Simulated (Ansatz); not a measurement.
**CdS: how the settings move a single-point run**

Question: which choices in the input matter for CdS? The cell is built on a prototype (CsCl type) and needn't be the phase found in nature.

Method: reference: DFT, HSE06, plane waves, PAW, in Ansatz 0.2.0.

8 further runs of the same task are left out: 1 for a known fault of the program, 7 that didn't finish.

## 1. The system as given

It takes space group Pm-3m (No. 221, cubic). Conventional cell: a = 3.387 Å, b = 3.387 Å, c = 3.387 Å, α = 90.00°, β = 90.00°, γ = 90.00°. Cd (site symmetry m-3m) has 8 S at 2.93 Å as nearest neighbours. S (site symmetry m-3m) is surrounded by 8 Cd at 2.93 Å.

Structure file:

```cif
data_structure
_symmetry_space_group_name_H-M 'P 1'
_symmetry_Int_Tables_number 1
_cell_length_a 3.3869
_cell_length_b 3.3869
_cell_length_c 3.3869
_cell_angle_alpha 90.000
_cell_angle_beta 90.000
_cell_angle_gamma 90.000
_cell_volume 38.85
loop_
_atom_site_label
_atom_site_type_symbol
_atom_site_fract_x
_atom_site_fract_y
_atom_site_fract_z
_atom_site_occupancy
Cd1 Cd 0.00000 0.00000 0.00000 1
S1 S 0.50000 0.50000 0.50000 1
```

## 2. The reference run

The input, input.yaml:

```yaml
crystal:
  lattice:
    - [3.386908614, 0.0, 0.0]
    - [0.0, 3.386908614, 0.0]
    - [0.0, 0.0, 3.386908614]
  atoms:
    - { symbol: Cd, position: [0.0, 0.0, 0.0] }
    - { symbol: S, position: [0.5, 0.5, 0.5] }
kpoints:
  mp_grid: { grid: [4, 4, 4] }
hamiltonian:
  xc: hse06
scf:
  occupations: { method: fermi_dirac, width: 0.02 }
  n_extra_bands: 4
output:
  forces: true
  stress: true
  eigenvalues: true
```

Started as:

```console
> ansatz run input.yaml --threads 4 --pin off --max-ram 3686MiB --backend cpu --events-out ev --progress --plain --runs-dir out
```

The program printed, shortened:

```text
Warning: output.stress: scf.convergence.dr2_threshold = 1e-7 eV (the SCF's general default) is looser than the 2e-10 eV advised for a printed stress (1e-10 eV for each atom of the cell: 2). What an SCF threshold leaves in a stress goes as its square root, and in the free energy as the [...]
Warning: output.stress: scf.exx.energy_threshold = 1e-6 eV is looser than the 2e-8 eV advised for a stress under a hybrid functional (1e-8 eV for each atom of the cell: 2). Every SCF of the exchange loop can meet its threshold on dr2 while the loop round them stops early: no threshold on [...]
Warning: RAYON_NUM_THREADS=4 ignored (pool sized by the plan → 4); use --threads N
scf.n_extra_bands = 4 over 13 filled bands (N_el = 26.0): the run solves 17 bands
[...]
Pseudopotentials: kind: paw
Pseudopotential: Cd, paw, valence charge 20, recommended cutoff 420 eV (normal), Cd.paw.azcp
Pseudopotential: S, paw, valence charge 6, recommended cutoff 420 eV (normal), S.paw.azcp
Functional definition: HSE06
[...]
Crystal: 2 atoms, lattice volume = 38.852 Å³
Basis set: ecut = 420 eV, 751 PW (Γ), exchange–correlation on 48×48×48 points (8 copies of the dense FFT grid, shifted against one another)
Bands: 17, of which v1, the nominal top of the filled ones, is band 13 counted from 1 (12 counted from 0)
Symmetry: 48 space group operations
Space group: Pm-3m (ITA 221), of the structure as read, at distance tolerance 3.4e-5 Å
k-points: 10 of 64
[...]
SCF iter   1: F=—  HF=-9156.501442 eV  |F-HF|=—  |Δ(HF+E_count)|=         —  Δρ=4.16e-3  dr2=1.36e-2  ethr=1.77e-3  ⟨swp⟩=7.7  Hψ=719  notcnv=0
[...]
Frozen-core exchange: fock
[...]
hybrid outer 1: dexx = +3.238e-2 eV, tail = 1.90e-2 eV
[...]
Frozen-core exchange: fock
[...]
Frozen-core exchange: fock
[...]
SCF 7 stopped early in 4 iterations: F = -9160.691238 eV  dr2 = 1.17e-7
hybrid outer 1: dexx = +1.008e-3 eV, tail = 2.78e-7 eV
[...]
Frozen-core exchange: fock
[...]
SCF iter   2: F=-9160.691241 eV  HF=-9160.691241 eV  |F-HF|=1.26e-10  |Δ(HF+E_count)|=   4.18e-8  Δρ=2.26e-6  dr2=1.41e-9  ethr=1.31e-11  ⟨swp⟩=3.5  Hψ=360  notcnv=0
[...]
hybrid outer 2: dexx = +5.270e-8 eV, tail = 3.85e-9 eV, Δε = 9.18e-4 eV (about 1.09e-4 eV left of the loop's levels)
exact exchange: an outer loop of this run ended on a state whose frontier levels can be filled otherwise, and a further loop was made from that state with electrons moved between them. It converged no lower than the two loops' stops tell apart, in 6 SCF iterations, so its state is not used
hybrid SCF converged: 3 outer / 15 inner (+9 warm-up), last move |dexx| = 5.99e-7 eV, tail = 2.00e-8 eV
Stability not checked: this state was not tested for a lower state beside it, because the functional holds exact exchange (a hybrid, or Hartree-Fock), whose exchange loop this test does not read (fock_operator; see scf.lower_state_search)
Free energy (F): -9160.691241 eV
Frozen-core exchange: fock
[...]
E sigma→0 (E₀):  -9160.689141 eV
Entropy (-TS):   -0.004199 eV (-2.099 meV/atom)
Fermi energy:    10.844030 eV
[...]
--- Forces (eV/Å), atoms counted from 1 ---
  atom   1  Cd     0.00000000     0.00000000     0.00000000
  atom   2  S      0.00000000    -0.00000000     0.00000000
[...]
--- Stress (GPa, compression-positive) ---
        0.576789      -0.000000       0.000000
       -0.000000       0.576789       0.000000
        0.000000      -0.000000       0.576789
  P = ⅓ Tr σ = 0.5768 GPa (5.768 kbar)
--- Band table (eV; the first three rows and the last of 10) ---
  k-point 0: bands = ["-97.0506", "-56.7867", "-56.7867", "-56.7867", "-4.1016", "0.4758", "0.4758", "1.0518", "1.0518", "1.0518", "9.3868", "9.3868", "9.3868", "10.4780", "18.2201", "18.2201", "23.9822"]
[...]
```

Run time: 41 s. Hardware: 4 threads of an x86-64 CPU, shared host; peak memory 0.65 GiB.

## 3. Changing settings: xc wpbeh

Edit input.yaml of step 2 so:

```diff
@@ -11,3 +11,3 @@
 hamiltonian:
-  xc: hse06
+  xc: wpbeh
 scf:
```

Started as:

```console
> ansatz run input.yaml --threads 4 --pin off --max-ram 3686MiB --backend cpu --events-out ev --progress --plain --runs-dir out
```

The program printed, shortened:

```text
Warning: output.stress: scf.convergence.dr2_threshold = 1e-7 eV (the SCF's general default) is looser than the 2e-10 eV advised for a printed stress (1e-10 eV for each atom of the cell: 2). What an SCF threshold leaves in a stress goes as its square root, and in the free energy as the [...]
Warning: output.stress: scf.exx.energy_threshold = 1e-6 eV is looser than the 2e-8 eV advised for a stress under a hybrid functional (1e-8 eV for each atom of the cell: 2). Every SCF of the exchange loop can meet its threshold on dr2 while the loop round them stops early: no threshold on [...]
Warning: RAYON_NUM_THREADS=4 ignored (pool sized by the plan → 4); use --threads N
scf.n_extra_bands = 4 over 13 filled bands (N_el = 26.0): the run solves 17 bands
[...]
[... 3 set-up lines as earlier in the session ...]
Functional definition: wPBEh
[...]
Crystal: 2 atoms, lattice volume = 38.852 Å³
Basis set: ecut = 420 eV, 751 PW (Γ), exchange–correlation on 48×48×48 points (8 copies of the dense FFT grid, shifted against one another)
[...]
hybrid SCF converged: 3 outer / 19 inner (+7 warm-up), last move |dexx| = 1.26e-5 eV, tail = 2.24e-8 eV
Stability not checked: this state was not tested for a lower state beside it, because the functional holds exact exchange (a hybrid, or Hartree-Fock), whose exchange loop this test does not read (fock_operator; see scf.lower_state_search)
Free energy (F): -9158.595929 eV
Frozen-core exchange: fock
[...]
E sigma→0 (E₀):  -9158.593771 eV
Entropy (-TS):   -0.004316 eV (-2.158 meV/atom)
Fermi energy:    10.858103 eV
[...]
--- Forces (eV/Å), atoms counted from 1 ---
  atom   1  Cd    -0.00000000    -0.00000000    -0.00000000
  atom   2  S      0.00000000     0.00000000     0.00000000
[...]
--- Stress (GPa, compression-positive) ---
        0.991081      -0.000000       0.000000
       -0.000000       0.991081      -0.000000
       -0.000000       0.000000       0.991081
  P = ⅓ Tr σ = 0.9911 GPa (9.911 kbar)
--- Band table (eV; the first three rows and the last of 10) ---
  k-point 0: bands = ["-97.0943", "-56.8020", "-56.8020", "-56.8020", "-4.0904", "0.4790", "0.4790", "1.0574", "1.0574", "1.0574", "9.4051", "9.4051", "9.4051", "10.4173", "18.2921", "18.2921", "23.9210"]
[...]
```

Run time: 36 s. Hardware: 4 threads of an x86-64 CPU, shared host; peak memory 0.65 GiB.

Total energies don't compare across a change of functional; the pressure goes from 0.6 to 1.0 GPa.

## 4. Variant: exchange pbe, correlation pbe, coeff 0.1, omega 0.1

Edit input.yaml of step 2 so:

```diff
@@ -11,3 +11,3 @@
 hamiltonian:
-  xc: hse06
+  xc: { exchange: pbe, correlation: pbe, exx: { coeff: 0.1, omega: 0.1 } }
 scf:
```

Started as:

```console
> ansatz run input.yaml --threads 4 --pin off --max-ram 3686MiB --backend cpu --events-out ev --progress --plain --runs-dir out
```

The program printed, shortened:

```text
Warning: output.stress: scf.convergence.dr2_threshold = 1e-7 eV (the SCF's general default) is looser than the 2e-10 eV advised for a printed stress (1e-10 eV for each atom of the cell: 2). What an SCF threshold leaves in a stress goes as its square root, and in the free energy as the [...]
Warning: output.stress: scf.exx.energy_threshold = 1e-6 eV is looser than the 2e-8 eV advised for a stress under a hybrid functional (1e-8 eV for each atom of the cell: 2). Every SCF of the exchange loop can meet its threshold on dr2 while the loop round them stops early: no threshold on [...]
Warning: RAYON_NUM_THREADS=4 ignored (pool sized by the plan → 4); use --threads N
scf.n_extra_bands = 4 over 13 filled bands (N_el = 26.0): the run solves 17 bands
[...]
[... 3 set-up lines as earlier in the session ...]
Functional definition: unnamed
[...]
Crystal: 2 atoms, lattice volume = 38.852 Å³
Basis set: ecut = 420 eV, 751 PW (Γ), exchange–correlation on 48×48×48 points (8 copies of the dense FFT grid, shifted against one another)
[...]
hybrid outer 3: dexx = +2.117e-4 eV, tail = 1.56e-8 eV, Δε = 5.32e-2 eV (about 2.14e-4 eV left of the loop's levels)
hybrid SCF converged: 3 outer / 25 inner (+8 warm-up), last move |dexx| = 2.12e-4 eV, tail = 1.56e-8 eV
Stability not checked: this state was not tested for a lower state beside it, because the functional holds exact exchange (a hybrid, or Hartree-Fock), whose exchange loop this test does not read (fock_operator; see scf.lower_state_search)
Free energy (F): -9158.144772 eV
Frozen-core exchange: fock
[...]
E sigma→0 (E₀):  -9158.141312 eV
Entropy (-TS):   -0.006920 eV (-3.460 meV/atom)
Fermi energy:    11.017701 eV
[...]
--- Forces (eV/Å), atoms counted from 1 ---
  atom   1  Cd    -0.00000000     0.00000000    -0.00000000
  atom   2  S      0.00000000     0.00000000     0.00000000
[...]
--- Stress (GPa, compression-positive) ---
        1.392171      -0.000000       0.000000
        0.000000       1.392171       0.000000
       -0.000000       0.000000       1.392171
  P = ⅓ Tr σ = 1.3922 GPa (13.922 kbar)
--- Band table (eV; the first three rows and the last of 10) ---
  k-point 0: bands = ["-93.6407", "-54.1749", "-54.1749", "-54.1749", "-3.1223", "1.5707", "1.5707", "2.1624", "2.1624", "2.1624", "9.6400", "9.6400", "9.6400", "10.2939", "18.0137", "18.0137", "23.4401"]
[...]
```

Wall time 16 s (4 threads of an x86-64 CPU, shared host); peak memory 0.66 GiB.

A change of functional puts the total energy on another scale; the pressure goes from 0.6 to 1.4 GPa. At this fixed cell a higher pressure means that this functional prefers a larger volume than the reference. Cost: 33 SCF cycles against 35, 16 s against 41 s.

## 5. Changing settings: exchange pbe, correlation pbe, coeff 0.4, omega 0.3

Edit input.yaml of step 2 so:

```diff
@@ -11,3 +11,3 @@
 hamiltonian:
-  xc: hse06
+  xc: { exchange: pbe, correlation: pbe, exx: { coeff: 0.4, omega: 0.3 } }
 scf:
```

Started as:

```console
> ansatz run input.yaml --threads 4 --pin off --max-ram 3686MiB --backend cpu --events-out ev --progress --plain --runs-dir out
```

The program printed, shortened:

```text
Warning: output.stress: scf.convergence.dr2_threshold = 1e-7 eV (the SCF's general default) is looser than the 2e-10 eV advised for a printed stress (1e-10 eV for each atom of the cell: 2). What an SCF threshold leaves in a stress goes as its square root, and in the free energy as the [...]
Warning: output.stress: scf.exx.energy_threshold = 1e-6 eV is looser than the 2e-8 eV advised for a stress under a hybrid functional (1e-8 eV for each atom of the cell: 2). Every SCF of the exchange loop can meet its threshold on dr2 while the loop round them stops early: no threshold on [...]
Warning: RAYON_NUM_THREADS=4 ignored (pool sized by the plan → 4); use --threads N
scf.n_extra_bands = 4 over 13 filled bands (N_el = 26.0): the run solves 17 bands
[...]
[... 4 set-up lines as earlier in the session ...]
[...]
Crystal: 2 atoms, lattice volume = 38.852 Å³
Basis set: ecut = 420 eV, 751 PW (Γ), exchange–correlation on 48×48×48 points (8 copies of the dense FFT grid, shifted against one another)
[...]
hybrid outer 3: dexx = +3.275e-6 eV, tail = 1.82e-8 eV, Δε = 1.26e-2 eV (about 2.75e-4 eV left of the loop's levels)
hybrid SCF converged: 3 outer / 16 inner (+9 warm-up), last move |dexx| = 3.27e-6 eV, tail = 1.82e-8 eV
Stability not checked: this state was not tested for a lower state beside it, because the functional holds exact exchange (a hybrid, or Hartree-Fock), whose exchange loop this test does not read (fock_operator; see scf.lower_state_search)
Free energy (F): -9163.232197 eV
Frozen-core exchange: fock
[...]
E sigma→0 (E₀):  -9163.229986 eV
Entropy (-TS):   -0.004421 eV (-2.211 meV/atom)
Fermi energy:    10.693197 eV
[...]
--- Forces (eV/Å), atoms counted from 1 ---
  atom   1  Cd     0.00000000    -0.00000000    -0.00000000
  atom   2  S      0.00000000     0.00000000    -0.00000000
[...]
--- Stress (GPa, compression-positive) ---
       -0.102697      -0.000000       0.000000
        0.000000      -0.102697       0.000000
       -0.000000       0.000000      -0.102697
  P = ⅓ Tr σ = -0.1027 GPa (-1.027 kbar)
--- Band table (eV; the first three rows and the last of 10) ---
  k-point 0: bands = ["-100.1814", "-59.1237", "-59.1237", "-59.1237", "-4.9062", "-0.3680", "-0.3680", "0.1869", "0.1869", "0.1869", "9.2068", "9.2068", "9.2068", "10.6379", "18.3040", "18.3040", "24.3559"]
[...]
```

Run time: 18 s. Hardware: 4 threads of an x86-64 CPU, shared host; peak memory 0.66 GiB.

Total energies don't compare across a change of functional; the pressure goes from 0.6 to -0.1 GPa. At this fixed cell a lower pressure means that this functional prefers a smaller volume than the reference. Cost: 25 SCF cycles against 35, 18 s against 41 s.

## 6. All runs together

| run | ending | energy change | pressure (GPa) | gap (eV) | force (eV/Å) | cycles | time |
| --- | --- | --- | --- | --- | --- | --- | --- |
| reference | converged | - | 0.6 | 0.00 | 0.00 | 35 | 41 s |
| 1: xc wpbeh | converged | not comparable | 1.0 | 0.00 | 0.00 | 37 | 36 s |
| 2: exchange pbe, correlation pbe, coeff 0.1, omega 0.1 | converged | not comparable | 1.4 | 0.00 | 0.00 | 33 | 16 s |
| 3: exchange pbe, correlation pbe, coeff 0.4, omega 0.3 | converged | not comparable | -0.1 | 0.00 | 0.00 | 25 | 18 s |

Residual by cycle in the longest SCF loop of each run; runs are numbered as in the table. The quantity is the density residual dr2, in eV.

| cycle | reference | run 1 | run 2 | run 3 |
| --- | --- | --- | --- | --- |
| 1 | 0.0136 | 0.107 | 0.00709 | 0.0145 |
| 2 | 0.00477 | 0.0235 | 1.3e-4 | 0.00396 |
| 3 | 7.8e-4 | 0.0131 | 1.6e-5 | 6.3e-4 |
| 4 | 6.2e-5 | 0.00629 | 1.3e-5 | 2.8e-5 |
| 5 | 1.9e-5 | 0.00713 | 7.3e-5 | 1.5e-5 |
| 6 | 5.5e-8 | 1.7e-4 | 3.4e-6 | 7.9e-6 |
| 7 | 5.2e-8 | 5.6e-6 | 2.7e-6 | 1.3e-6 |
| 8 | 3.0e-8 | 1.9e-6 | 4.5e-6 | 3.8e-8 |
| 9 | 2.5e-10 | 3.3e-8 | 5.3e-5 | 8.2e-10 |
| 10 | - | - | 4.8e-7 | - |
| 11 | - | - | 2.2e-8 | - |
| 12 | - | - | 1.4e-9 | - |

What this shows: Of the variants the dearest is «xc wpbeh» (36 s), the cheapest «exchange pbe, correlation pbe, coeff 0.1, omega 0.1» (16 s), on a shared host.
